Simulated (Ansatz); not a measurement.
Wires are cut from relaxed bulk SiC (F-43m, 10.50 Å³/atom, gap on the mesh 1.37 eV); atoms and period are relaxed, and energies count from that bulk.

All numbers below come from Ansatz 0.2.0, DFT PBE, scalar-relativistic, plane waves, PAW.

Settings: cutoff 420 eV, Γ-centred mesh 1×1×8 on the computed 8-atom cell, Gaussian smearing of 0.05 eV; collinear spin from starting moments 0.3 0.3 0.3 0.3 0.3 0.3 0.3 0.3 μB.

Start ([001] wire, 8 host atoms a period):

```
CELL_PARAMETERS angstrom
12.30000 0.00000 0.00000
0.00000 13.70000 0.00000
0.00000 0.00000 4.37974
ATOMIC_POSITIONS crystal
Si 0.63353 0.50000 0.00000
C 0.36647 0.57992 0.75000
C 0.36647 0.42008 0.25000
Si 0.45549 0.50000 0.50000
C 0.54451 0.57992 0.25000
Si 0.45549 0.34016 0.00000
Si 0.45549 0.65984 0.00000
C 0.54451 0.42008 0.75000
```

**Question.** Relax it.

**Answer.** The free energy falls by 625 meV/atom. It ends far from its start (an atom moved by over half a bond, or the period changed much).

| Item | Value |
| --- | --- |
| excess energy (eV per host atom) | 1.421 |
| line energy (eV/Å) | 3.657 |
| period (Å) | 3.108 |
| gap on the mesh (eV) | 0.64 |
| size of the moment (μB per cell) | 0.00 |

Relaxed structure:
```
CELL_PARAMETERS angstrom
12.30000 0.00000 0.00000
0.00000 13.70000 0.00000
0.00000 0.00000 3.10805
ATOMIC_POSITIONS crystal
Si 0.62950 0.50000 0.00000
C 0.32795 0.53703 0.87715
C 0.32795 0.46297 0.12285
Si 0.43621 0.50000 0.50000
C 0.53283 0.59563 0.28779
Si 0.51734 0.31731 0.22100
Si 0.51734 0.68269 0.77900
C 0.53283 0.40437 0.71221
```

Each run keeps its start's symmetry and one magnetic start, so lower states can exist.

The run took 3.1 min on 4 threads of Intel(R) Xeon(R) 6975P-C (Granite Rapids), with other jobs on the host, peak memory 1.1 GiB.